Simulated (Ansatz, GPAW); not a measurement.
# A Ga chain with one Sn atom in line: relaxation, then transmission at several levels, part 3 of 4

Wanted: T(E) of a Ga chain with one Sn atom in line at a relaxed geometry in two programs, beside the unrelaxed structure.

GPAW 26.7.0 and Ansatz 0.2.0; Ansatz plane waves; relaxation of the junction with the lead ends held (the session's first sound run).

So far, transmission at the Fermi level (one spin): step 3 (plane waves, PBE) 0.998.

## 4. Double-zeta polarised basis

Localised orbitals split the wire into layers that couple to their neighbours alone, which is what the Green's function method needs; double zeta with polarisation is the usual level for numbers.

This step: GPAW LCAO, PAW setups; Landauer transmission from Green's functions with principal layers (ASE), zero bias (GPAW 26.7.0).

The input, run.py:

```python
import json
import numpy as np
from ase import Atoms
from ase.transport.calculators import TransportCalculator
from gpaw import GPAW, FermiDirac
from gpaw.lcao.tools import get_lcao_hamiltonian
from scipy.linalg import eigh

# The junction with lead layers at both ends, along the third cell vector
device = Atoms(
    ['Ga', 'Ga', 'Ga', 'Ga', 'Ga', 'Ga', 'Sn', 'Ga', 'Ga', 'Ga', 'Ga', 'Ga', 'Ga'],
    positions=[
        [4.50000, 4.50000, 1.27500],
        [4.50000, 4.50000, 3.82500],
        [4.50000, 4.50000, 6.37500],
        [4.50000, 4.50000, 8.92500],
        [5.34350, 4.06668, 11.51126],
        [4.51391, 4.44300, 14.10272],
        [5.44539, 4.18666, 16.61310],
        [4.52490, 4.51226, 19.11932],
        [5.39426, 4.32662, 21.74323],
        [4.50000, 4.50000, 24.39800],
        [4.50000, 4.50000, 26.94800],
        [4.50000, 4.50000, 29.49800],
        [4.50000, 4.50000, 32.04800]],
    cell=[[9.0, 0.0, 0.0], [0.0, 9.0, 0.0], [0.0, 0.0, 33.323]],
    pbc=True)

# One principal layer of the lead: the first 3 atoms of the device
lead = Atoms(
    ['Ga', 'Ga', 'Ga'],
    positions=[
        [4.50000, 4.50000, 1.27500],
        [4.50000, 4.50000, 3.82500],
        [4.50000, 4.50000, 6.37500]],
    cell=[[9.0, 0.0, 0.0], [0.0, 9.0, 0.0], [0.0, 0.0, 7.65]],
    pbc=True)

settings = dict(mode='lcao', basis='dzp', xc='PBE', h=0.2,
                occupations=FermiDirac(0.1), maxiter=250,
                mixer=dict(beta=0.1, nmaxold=8, weight=100.0),
                convergence=dict(density=0.0001))
energies = np.arange(-2, 2 + 1e-9, 0.025)
eta = 0.0001
n1, n2 = 1, 1
# k and -k transmit alike, so half of the mesh across the current serves
mesh = [(i, j) for i in range(n1) for j in range(n2) if (i, j) <= (-i % n1, -j % n2)]
weights = np.array([1 if (i, j) == (-i % n1, -j % n2) else 2 for i, j in mesh]) / (n1 * n2)

# [... helper functions left out ...]
fermi_lead = ground_state(lead, (1, 1, 15), 'lead.txt')
fermi_device = ground_state(device, (1, 1, 3), 'device.txt')
# [... loop over the mesh left out, but for ...]
        # Shift the lead onto the potential of the device's first layer
        shift = ((H[:, 0, 0] - H0[:, 0, 0]) / S0[0, 0]).real.mean()
# [...]
kT = 8.617333e-5 * 300
bias = [0.1, 0.2, 0.5, 1.0, 1.5, 2.0]
# [... integrals and printing left out ...]
```

On the command line:

```
> OMP_NUM_THREADS=1 OPENBLAS_NUM_THREADS=1 python run.py
```

Numbers of over 12 decimals in the logs are rounded to 6 here.

What it wrote:

```text
basis functions: device 179, principal layer 39
Fermi level: lead -2.8498 eV, device -2.7840 eV; lead shifted by -0.0103 eV
largest coupling past the next layer 6.03e-05 eV, largest misfit of the first layer 0.036 eV
  E-E_F (eV)   T (one spin)  [channel counts left out]
    -2.000    7.7656e-02
    -1.975    7.5538e-02
    -1.950    7.3519e-02
    -1.925    7.1590e-02
    -1.900    6.9739e-02
    -1.875    6.7955e-02
    -1.850    6.6227e-02
    -1.825    6.4540e-02
    -1.800    6.2878e-02
    -1.775    6.1221e-02
    -1.750    5.9545e-02
    -1.725    5.7813e-02
    -1.700    5.5980e-02
    -1.675    5.3975e-02
    -1.650    5.1690e-02
    -1.625    4.8946e-02
[...]
1.825    2.7520e+00
     1.850    2.7560e+00
     1.875    2.7601e+00
     1.900    2.7643e+00
     1.925    2.7689e+00
     1.950    2.7738e+00
     1.975    2.7792e+00
     2.000    2.7850e+00
conductance at 300 K: 1.0206 G0 a cell; thermopower -0.1146 uV/K
current from the zero-bias T(E) at 0.1 V: 7.921 uA
current from the zero-bias T(E) at 0.2 V: 15.923 uA
current from the zero-bias T(E) at 0.5 V: 41.437 uA
current from the zero-bias T(E) at 1.0 V: 86.343 uA
current from the zero-bias T(E) at 1.5 V: 138.16 uA
current from the zero-bias T(E) at 2.0 V: 186.07 uA
```

Wall time 75 s (1 thread of Intel Xeon Platinum 8488C (Sapphire Rapids), shared host); peak memory 1.1 GiB.

Numbers from this step:

* conductance: 1.021 G₀
* largest coupling past the next principal layer: 6.03e-5 eV
* largest misfit of the first principal layer: 0.03623 eV
* shift that aligns the lead: -0.01034 eV
* basis functions of the junction: 179
* basis functions of a principal layer: 39
* transmission at the Fermi level (one spin): 1.016

One spin. Table of transmission, zone mean by energy, zero at the Fermi level:

| energy (eV) | transmission, zone mean |
| --- | --- |
| -2.000 | 0.0777 |
| -1.800 | 0.0629 |
| -1.600 | 0.0454 |
| -1.400 | 0.0905 |
| -1.200 | 0.0782 |
| -1.000 | 0.107 |
| -0.800 | 0.285 |
| -0.600 | 0.996 |
| -0.400 | 0.870 |
| -0.250 | 1.42 |
| -0.200 | 1.12 |
| 0.000 | 1.02 |
| 0.200 | 1.11 |
| 0.400 | 1.42 |
| 0.600 | 1.84 |
| 0.800 | 2.15 |
| 1.000 | 2.42 |
| 1.200 | 2.56 |
| 1.400 | 2.64 |
| 1.600 | 2.70 |
| 1.800 | 2.75 |
| 2.000 | 2.79 |

Not self-consistent under bias; the bias window is split evenly. Current through one cell, from the zero-bias transmission against bias:

| bias (V) | current through one cell, from the zero-bias transmission (μA) |
| --- | --- |
| 0.100 | 7.92 |
| 0.200 | 15.9 |
| 0.500 | 41.4 |
| 1.000 | 86.3 |
| 1.500 | 138 |
| 2.000 | 186 |

Transmission of the three most open eigenchannels against energy, zero at the Fermi level:

| energy (eV) | channel 1 | channel 2 | channel 3 |
| --- | --- | --- | --- |
| -2.000 | 0.0777 | 0 | 0 |
| -1.900 | 0.0697 | 0 | 0 |
| -1.800 | 0.0629 | 0 | 0 |
| -1.700 | 0.0560 | 0 | 0 |
| -1.600 | 0.0454 | 0 | 0 |
| -1.500 | 2.8e-7 | 0 | 0 |
| -1.400 | 0.0905 | 0 | 0 |
| -1.300 | 0.0776 | 0 | 0 |
| -1.200 | 0.0782 | 0 | 0 |
| -1.100 | 0.0866 | 0 | 0 |
| -1.000 | 0.107 | 0 | 0 |
| -0.900 | 0.155 | 0 | 0 |
| -0.800 | 0.285 | 0 | 0 |
| -0.700 | 0.656 | 0 | 0 |
| -0.600 | 0.996 | 0 | 0 |
| -0.500 | 0.842 | 0 | 0 |
| -0.400 | 0.870 | 0 | 0 |
| -0.300 | 0.991 | 3.0e-9 | 2.3e-10 |
| -0.200 | 0.665 | 0.446 | 0.00814 |
| -0.100 | 0.614 | 0.397 | 0.0219 |
| 0.000 | 0.624 | 0.355 | 0.0372 |
| 0.100 | 0.648 | 0.337 | 0.0530 |
| 0.200 | 0.672 | 0.365 | 0.0702 |
| 0.300 | 0.694 | 0.447 | 0.0914 |
| 0.400 | 0.717 | 0.578 | 0.120 |
| 0.500 | 0.741 | 0.730 | 0.161 |
| 0.600 | 0.850 | 0.764 | 0.221 |
| 0.700 | 0.911 | 0.789 | 0.305 |
| 0.800 | 0.928 | 0.811 | 0.416 |
| 0.900 | 0.916 | 0.832 | 0.547 |
| 1.000 | 0.885 | 0.852 | 0.678 |
| 1.100 | 0.873 | 0.847 | 0.784 |
| 1.200 | 0.896 | 0.878 | 0.790 |
| 1.300 | 0.929 | 0.919 | 0.755 |
| 1.400 | 0.958 | 0.947 | 0.731 |
| 1.500 | 0.978 | 0.970 | 0.722 |
| 1.600 | 0.994 | 0.980 | 0.728 |
| 1.700 | 0.999 | 0.980 | 0.750 |
| 1.800 | 0.999 | 0.963 | 0.786 |
| 1.900 | 0.999 | 0.930 | 0.835 |
| 2.000 | 0.999 | 0.897 | 0.889 |

At the Fermi level T is 1.02 against 0.998 in plane waves. Couplings past the next layer reach 6.0e-5 eV, small enough to drop; the matrix elements of the cell's first layer differ from the bulk lead's by up to 0.036 eV. That layer keeps its own values in the calculation, and only beyond it is the lead taken as perfect. The Fermi levels of lead and junction count from different zeros of potential, one for each periodic cell; with both set to zero, the small remaining shift is what aligns them. By hand: G = 1.021 × 77.48 μS = 79.1 μS, a resistance of 12.6 kΩ; at 0.1 V a linear junction would pass 7.91 μA, and the integral over the bias window gives 7.92 μA.

## 5. GPAW, szp: basis = "szp(dzp)"

One radial function a shell plus polarisation makes the matrices smaller; the question is what that costs.

run.py: that of step 4 with these lines changed.

```diff
@@ -38,3 +38,3 @@
 
-settings = dict(mode='lcao', basis='dzp', xc='PBE', h=0.2,
+settings = dict(mode='lcao', basis='szp(dzp)', xc='PBE', h=0.2,
                 occupations=FermiDirac(0.1), maxiter=250,
```

What it wrote:

```text
basis functions: device 122, principal layer 27
Fermi level: lead -3.1746 eV, device -3.0649 eV; lead shifted by -0.0128 eV
largest coupling past the next layer 5.81e-05 eV, largest misfit of the first layer 0.036 eV
  E-E_F (eV)   T (one spin)  channels
    -2.000    6.2168e-02    1.0000
    -1.975    5.9190e-02    1.0000
    -1.950    5.6129e-02    1.0000
[...]
1.975    2.7740e+00    3.0000
     2.000    2.7795e+00    3.0000
conductance at 300 K: 1.0425 G0 a cell; thermopower -0.246 uV/K
current from the zero-bias T(E) at 0.1 V: 8.0878 uA
current from the zero-bias T(E) at 0.2 V: 16.239 uA
current from the zero-bias T(E) at 0.5 V: 41.768 uA
current from the zero-bias T(E) at 1.0 V: 87.54 uA
current from the zero-bias T(E) at 1.5 V: 141.21 uA
current from the zero-bias T(E) at 2.0 V: 191.67 uA
```

The job ended after 58 s (1 thread; peak memory 1.1 GiB).

Numbers from this step:

```yaml
conductance: 1.042 G₀
largest_coupling_past_the_next_principal_layer: 5.81e-5 eV
largest_misfit_of_the_first_principal_layer: 0.03598 eV
shift_that_aligns_the_lead: -0.01281 eV
basis_functions_of_the_junction: 122
basis_functions_of_a_principal_layer: 27
transmission_at_the_fermi_level_one_spin: 1.039
```

One spin. Transmission, zone mean against energy, zero at the Fermi level:

| energy (eV) | transmission, zone mean |
| --- | --- |
| -2.000 | 0.0622 |
| -1.900 | 0.0496 |
| -1.800 | 0.0327 |
| -1.700 | 2.8e-4 |
| -1.600 | 6.0e-9 |
| -1.500 | 1.8e-8 |
| -1.400 | 0.111 |
| -1.300 | 0.122 |
| -1.200 | 0.123 |
| -1.100 | 0.134 |
| -1.000 | 0.160 |
| -0.900 | 0.222 |
| -0.800 | 0.372 |
| -0.700 | 0.720 |
| -0.600 | 0.998 |
| -0.500 | 0.882 |
| -0.400 | 0.888 |
| -0.300 | 0.997 |
| -0.200 | 1.10 |
| -0.100 | 1.05 |
| 0.000 | 1.04 |
| 0.100 | 1.06 |
| 0.200 | 1.13 |
| 0.300 | 1.26 |
| 0.400 | 1.46 |
| 0.500 | 1.69 |
| 0.600 | 1.90 |
| 0.700 | 2.07 |
| 0.800 | 2.22 |
| 0.900 | 2.36 |
| 1.000 | 2.47 |
| 1.100 | 2.54 |
| 1.200 | 2.58 |
| 1.300 | 2.61 |
| 1.400 | 2.64 |
| 1.500 | 2.67 |
| 1.600 | 2.70 |
| 1.700 | 2.73 |
| 1.800 | 2.74 |
| 1.900 | 2.76 |
| 2.000 | 2.78 |

The conductance, 1.04 G₀, lies 2.1 % above that of the dzp run.

## 6. Minimal basis

The minimal basis is the cheapest rung: no second zeta and no polarisation.

run.py: that of step 5 with these lines changed.

```diff
@@ -38,3 +38,3 @@
 
-settings = dict(mode='lcao', basis='szp(dzp)', xc='PBE', h=0.2,
+settings = dict(mode='lcao', basis='sz(dzp)', xc='PBE', h=0.2,
                 occupations=FermiDirac(0.1), maxiter=250,
```

What it wrote:

```text
basis functions: device 57, principal layer 12
Fermi level: lead -3.2329 eV, device -3.1049 eV; lead shifted by -0.0142 eV
largest coupling past the next layer 5.75e-05 eV, largest misfit of the first layer 0.039 eV
  E-E_F (eV)   T (one spin)  channels
    -2.000    6.8750e-02    1.0000
    -1.975    6.5021e-02    1.0000
    -1.950    6.1091e-02    1.0000
[...]
1.975    2.7552e+00    3.0000
     2.000    2.7581e+00    3.0000
conductance at 300 K: 1.0482 G0 a cell; thermopower -0.5699 uV/K
current from the zero-bias T(E) at 0.1 V: 8.1289 uA
current from the zero-bias T(E) at 0.2 V: 16.298 uA
current from the zero-bias T(E) at 0.5 V: 41.411 uA
current from the zero-bias T(E) at 1.0 V: 86.966 uA
current from the zero-bias T(E) at 1.5 V: 140.5 uA
current from the zero-bias T(E) at 2.0 V: 190.87 uA
```

Wall time 43 s (1 thread); peak memory 0.99 GiB.

Numbers from this step:

```
conductance                                    : 1.048 G₀
largest coupling past the next principal layer : 5.75e-5 eV
largest misfit of the first principal layer    : 0.03867 eV
shift that aligns the lead                     : -0.01422 eV
basis functions of the junction                : 57
basis functions of a principal layer           : 12
transmission at the Fermi level (one spin)     : 1.045
```

One spin. Table of transmission, zone mean by energy, zero at the Fermi level:

energy (eV), transmission, zone mean and a bar:
```
   -2.000       0.07 #
   -1.900       0.05 #
   -1.800       0.03 
   -1.700       0.00 
   -1.600       0.00 
   -1.500       0.03 
   -1.400       0.12 #
   -1.300       0.12 #
   -1.200       0.13 #
   -1.100       0.14 ##
   -1.000       0.17 ##
   -0.900       0.24 ###
   -0.800       0.39 ####
   -0.700       0.74 ########
   -0.600       1.00 ###########
   -0.500       0.90 ##########
   -0.400       0.91 ##########
   -0.300       1.00 ###########
   -0.200       1.05 ###########
   -0.100       1.05 ###########
    0.000       1.05 ###########
    0.100       1.07 ############
    0.200       1.13 ############
    0.300       1.26 ##############
    0.400       1.44 ################
    0.500       1.67 ##################
    0.600       1.88 ####################
    0.700       2.05 ######################
    0.800       2.20 ########################
    0.900       2.33 #########################
    1.000       2.45 ###########################
    1.100       2.53 ############################
    1.200       2.59 ############################
    1.300       2.62 #############################
    1.400       2.65 #############################
    1.500       2.68 #############################
    1.600       2.70 #############################
    1.700       2.73 ##############################
    1.800       2.74 ##############################
    1.900       2.75 ##############################
    2.000       2.76 ##############################
```

The conductance, 1.05 G₀, lies 2.7 % above that of the dzp run.

## 7. revPBE in the dzp basis: xc = "revPBE"

Back in the dzp basis, the functional changes from PBE to revPBE, to set the spread between functionals beside that between bases.

run.py: that of step 6 with these lines changed.

```diff
@@ -38,3 +38,3 @@
 
-settings = dict(mode='lcao', basis='sz(dzp)', xc='PBE', h=0.2,
+settings = dict(mode='lcao', basis='dzp', xc='revPBE', h=0.2,
                 occupations=FermiDirac(0.1), maxiter=250,
```

What it wrote:

```text
basis functions: device 179, principal layer 39
Fermi level: lead -2.7655 eV, device -2.6981 eV; lead shifted by -0.0106 eV
largest coupling past the next layer 6.04e-05 eV, largest misfit of the first layer 0.037 eV
  E-E_F (eV)   T (one spin)  [channel counts left out]
    -2.000    8.4807e-02
    -1.975    8.2726e-02
    -1.950    8.0770e-02
[...]
1.975    2.7791e+00
     2.000    2.7849e+00
conductance at 300 K: 0.99568 G0 a cell; thermopower 0.177 uV/K
current from the zero-bias T(E) at 0.1 V: 7.7295 uA
current from the zero-bias T(E) at 0.2 V: 15.551 uA
current from the zero-bias T(E) at 0.5 V: 40.68 uA
current from the zero-bias T(E) at 1.0 V: 85.036 uA
current from the zero-bias T(E) at 1.5 V: 136.72 uA
current from the zero-bias T(E) at 2.0 V: 184.53 uA
```

Run time: 69 s. Hardware: 1 thread; peak memory 1.1 GiB.

Numbers from this step:

- conductance: 0.9957 G₀
- largest coupling past the next principal layer: 6.04e-5 eV
- largest misfit of the first principal layer: 0.03667 eV
- shift that aligns the lead: -0.01059 eV
- basis functions of the junction: 179
- basis functions of a principal layer: 39
- transmission at the Fermi level (one spin): 0.9904

One spin. Transmission, zone mean against energy, zero at the Fermi level:

| energy (eV) | transmission, zone mean |
| --- | --- |
| -2.000 | 0.0848 |
| -1.800 | 0.0712 |
| -1.600 | 0.0621 |
| -1.400 | 0.0725 |
| -1.200 | 0.0746 |
| -1.000 | 0.108 |
| -0.800 | 0.302 |
| -0.600 | 0.991 |
| -0.400 | 0.862 |
| -0.250 | 1.44 |
| -0.200 | 1.12 |
| 0.000 | 0.990 |
| 0.200 | 1.08 |
| 0.400 | 1.39 |
| 0.600 | 1.82 |
| 0.800 | 2.14 |
| 1.000 | 2.40 |
| 1.200 | 2.56 |
| 1.400 | 2.64 |
| 1.600 | 2.70 |
| 1.800 | 2.75 |
| 2.000 | 2.78 |

The conductance, 0.996 G₀, lies 2.4 % below that of the dzp run.

## 8. Without the relaxation: geometry = "as built"

The dzp basis with PBE on the structure as first built shows what the relaxation was worth.

run.py: that of step 7 with these lines changed.

```diff
@@ -16,7 +16,7 @@
         [4.50000, 4.50000, 8.92500],
-        [5.34350, 4.06668, 11.51126],
-        [4.51391, 4.44300, 14.10272],
-        [5.44539, 4.18666, 16.61310],
-        [4.52490, 4.51226, 19.11932],
-        [5.39426, 4.32662, 21.74323],
+        [4.50000, 4.50000, 11.47500],
+        [4.50000, 4.50000, 14.02500],
+        [4.50000, 4.50000, 16.66150],
+        [4.50000, 4.50000, 19.29800],
+        [4.50000, 4.50000, 21.84800],
         [4.50000, 4.50000, 24.39800],
@@ -38,3 +38,3 @@
 
-settings = dict(mode='lcao', basis='dzp', xc='revPBE', h=0.2,
+settings = dict(mode='lcao', basis='dzp', xc='PBE', h=0.2,
                 occupations=FermiDirac(0.1), maxiter=250,
```

What it wrote:

```text
basis functions: device 179, principal layer 39
Fermi level: lead -2.8498 eV, device -2.8845 eV; lead shifted by -0.0135 eV
largest coupling past the next layer 6.03e-05 eV, largest misfit of the first layer 0.022 eV
  E-E_F (eV)   T (one spin)  [channel counts left out]
    -2.000    9.9827e-01
    -1.975    9.9825e-01
    -1.950    9.9822e-01
[...]
1.975    2.8228e+00
     2.000    2.8269e+00
conductance at 300 K: 2.6142 G0 a cell; thermopower -1.364 uV/K
current from the zero-bias T(E) at 0.1 V: 20.206 uA
current from the zero-bias T(E) at 0.2 V: 40.102 uA
current from the zero-bias T(E) at 0.5 V: 93.408 uA
current from the zero-bias T(E) at 1.0 V: 163.01 uA
current from the zero-bias T(E) at 1.5 V: 231.56 uA
current from the zero-bias T(E) at 2.0 V: 301.09 uA
```

It took 54 s on 1 thread; peak memory 1.1 GiB.

This step gave:

```
conductance                                    : 2.614 G₀
largest coupling past the next principal layer : 6.03e-5 eV
largest misfit of the first principal layer    : 0.02248 eV
shift that aligns the lead                     : -0.01352 eV
transmission at the Fermi level (one spin)     : 2.630
```

The conductance, 2.61 G₀, lies 156 % above that of the dzp run.

## 9. All levels side by side

Times are wall times on the hardware named with each run. Results by setting:

| no. | run | conductance (G₀) | time | memory (GiB) |
| --- | --- | --- | --- | --- |
| 1 | pw PBE | 1.003 | 61 s | 2.9 |
| 2 | dzp | 1.021 | 75 s | 1.1 |
| 3 | szp | 1.042 | 58 s | 1.1 |
| 4 | sz | 1.048 | 43 s | 0.99 |
| 5 | dzp revPBE | 0.9957 | 69 s | 1.1 |
| 6 | asbuilt | 2.614 | 54 s | 1.1 |

## 10. The levels side by side

The curves are compared point by point over the common energies.

This step: comparison of transmission and cost over codes, levels and geometry (GPAW 26.7.0).

Ladder, by row:

| step | code | T at the Fermi level (sum over the listed spins) | conductance (G0) | r.m.s. T(E) from the first | wall time (s) | peak memory (GiB) | threads |
| --- | --- | --- | --- | --- | --- | --- | --- |
| pw-pbe | Ansatz | 0.9984 | 1.003 | 0 | 61.27 | 2.916 | 4 |
| dzp | GPAW | 1.016 | 1.021 | 0.01899 | 75.23 | 1.11 | 1 |
| szp | GPAW | 1.039 | 1.042 | 0.05393 | 58.42 | 1.09 | 1 |
| sz | GPAW | 1.045 | 1.048 | 0.06344 | 42.72 | 0.99 | 1 |
| dzp-revPBE | GPAW | 0.9904 | 0.9957 | 0.02657 | 69.32 | 1.11 | 1 |
| asbuilt | GPAW | 2.63 | 2.614 | 0.7957 | 54.38 | 1.13 | 1 |

(Continued in part 4 of 4.)

[Logs are printed without paths, hosts, clocks, repeated set-up lines and the standing remarks that a program may print on its own settings, such as how far it seeks lower states.]

[Hosts, paths, dates, database ids (printed as entryN), source tags and the programs' standing remarks are cut or masked in the printed files.]
